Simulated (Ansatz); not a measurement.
**Which way does KBr + TlCl ⇌ KCl + TlBr run?**

Plane-wave DFT in Ansatz with scalar-relativistic PAW potentials, cutoff 500 eV, Γ-centred meshes chosen by cell and gap, Gaussian smearing with energies taken to zero width. Every cell was relaxed (cell and atoms) in a run of its own, within the symmetry of its start. Functional: r2SCAN.

Total energies hold large constants for each element; a whole number of eV per atom of each element is taken off below, which cancels in a balanced reaction.

| compound | lowest structure computed | structures tried | V (Å³/atom) | gap on mesh (eV) | E (eV per formula unit, common shift removed) |
| --- | --- | --- | --- | --- | --- |
| KBr | Fm-3m | 1 | 36.08 | 5.07 | -4.3133 |
| TlCl | Pm-3m | 2 | 28.25 | 2.50 | -1.4554 |
| KCl | Fm-3m | 1 | 31.09 | 5.83 | -4.4731 |
| TlBr | Pm-3m | 2 | 31.91 | 2.33 | -1.3861 |

Work out the reaction energy at 0 K.

ΔE = E(KCl) + E(TlBr) − E(KBr) − E(TlCl) = -0.090 eV, or -8.7 kJ per mole of reaction (-22.6 meV/atom). The right side is lower: K takes Cl and Tl takes Br. Pauling's electronegativities (K 0.82, Tl 1.62; Br 2.96, Cl 3.16) would pair K with Cl, the most ionic bond; the result follows that. All four are computed as solids; where they are solids at ordinary conditions entropy changes little. A lower structure that wasn't tried would shift the value, and mixed crystals may lie lower than either side.

Spin-orbit coupling is left out, which matters for the bands of heavy elements. For Tl, Pb and Bi spin-orbit coupling shifts energies too.